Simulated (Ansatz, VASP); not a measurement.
# Si in VASP and in Ansatz

File INCAR:

```
PREC = Accurate ; ENCUT = 520
EDIFF = 1E-6 ; ISMEAR = 0
SIGMA = 0.05 ; LREAL = F
LASPH = T ; NELM = 100
ALGO = Fast ; ISIF = 2
LWAVE = F ; LCHARG = T
GGA = CA ; LELF = T
LVHAR = T ; NBANDS = 11
```

File KPOINTS:

```
regular mesh
0
Gamma
  10 10 10
```

POSCAR

```
Si
1.0
   -0.0271547000      2.7154700000      2.7154700000
    2.6883153000      0.0000000000      2.6883153000
    2.7154700000      2.7154700000     -0.0271547000
Si
2
Direct
    0.5000000000      0.5000000000      0.5000000000
    0.7500000000      0.7500000000      0.7500000000
```

Input for Ansatz:

```yaml
crystal:
  lattice:
    - [-0.0271547, 2.71547, 2.71547]
    - [2.6883153, 0.0, 2.6883153]
    - [2.71547, 2.71547, -0.0271547]
  atoms:
    - { symbol: Si, position: [0.5, 0.5, 0.5] }
    - { symbol: Si, position: [0.75, 0.75, 0.75] }
basis:
  ecutwfc: 420
kpoints:
  mp_grid: { grid: [10, 10, 10] }
hamiltonian:
  xc: lda
scf:
  occupations: { method: gaussian, width: 0.05 }
output:
  forces: true
  stress: true
  eigenvalues: true
```

Change from the starting cell: strain -0.0200 x Voigt [0, 0, 0, 0, 1, 0], atoms carried along.

Alike in both runs: task single point; functional LDA; k mesh 10 × 10 × 10; occupations gaussian, width 0.05 eV; no spin polarisation.

|  | VASP | Ansatz |
| --- | --- | --- |
| version | VASP 6.6.1 | Ansatz 0.2.0 |
| potentials or method | VASP PAW LDA potentials, release 64 (Si) | scalar-relativistic, plane waves, PAW |
| plane-wave cutoff (eV) | 520 | 420 |
| valence electrons in the cell | 8 | 8 |

```tsv
	VASP	Ansatz	Ansatz less VASP
gap on the k mesh at the Fermi level (eV)	0.44	0.44	+0.003
least direct gap on the mesh (eV)	2.35	2.35	+0.003
pressure (GPa)	-1.4	-1.4	-0.03
largest component of the traceless stress (GPa)	2.02	2.01	-0.015
rms of the force components (eV/Å)	0.107	0.107	-0.0001
```

Atom by atom the forces differ by 0.000 eV/Å (rms over components).

A k mesh can miss the band edges.
